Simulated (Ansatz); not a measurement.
HfN:

```
Hf N
1.0
     0.00000    2.45482    2.45482
     2.45482    0.00000    2.45482
     2.45482    2.45482    0.00000
Hf N
1 1
Cartesian
  0.0000 0.0000 0.0000
  1.2274 1.2274 1.2274
```

The cell comes from a database or a generator and needn't be the stable form of this composition.

| Property | Result |
| --- | --- |
| Program | Ansatz 0.2.0 |
| Task | relaxation of cell and atoms |
| Functional | LDA |
| Potentials or basis | Ansatz PAW |
| Cutoff | 420 eV (not typed: the program's choice for these potentials) |
| k mesh | 9 × 9 × 9 |
| Occupations | fermi-dirac, width 0.05 eV |
| Spin | no spin polarisation |
| Hubbard terms | Hf d U = 3 eV |

At the start: volume 14.79 Å³/atom.

Where does the relaxation end?

It ends after 7 steps and the volume is 14.37 Å³/atom (-2.9 %); space group F-43m (No. 216, to 0.05 Å).

The path:
```csv
step,energy change (eV),largest force (eV/Å),volume (Å³)
1,0.0000,0.0000,29.59
2,-0.0164,0.0000,28.51
3,-0.0170,0.0000,28.77
4,-0.0170,0.0000,28.76
5,-0.0148,0.0000,28.76
6,-0.0149,0.0000,28.74
7,-0.0148,0.0000,28.74
```

Final structure:
```cif
data_structure
_symmetry_space_group_name_H-M 'P 1'
_symmetry_Int_Tables_number 1
_cell_length_a 3.4383
_cell_length_b 3.4383
_cell_length_c 3.4383
_cell_angle_alpha 60.000
_cell_angle_beta 60.000
_cell_angle_gamma 60.000
_cell_volume 28.74
loop_
_atom_site_label
_atom_site_type_symbol
_atom_site_fract_x
_atom_site_fract_y
_atom_site_fract_z
_atom_site_occupancy
Hf1 Hf 0.00000 0.00000 0.00000 1
N1 N 0.25000 0.25000 0.25000 1
```

Caveat: the plane-wave basis is chosen anew once the cell has moved, so the energies of steps on either side of that aren't comparable; the pressure holds a Pulay correction of +0.5 GPa for the finite cutoff; U without spin polarisation on a metal has little footing; the PAW data sets come from PBE, with cores solved anew for the run's functional, which leaves a small shift of forces and pressure.
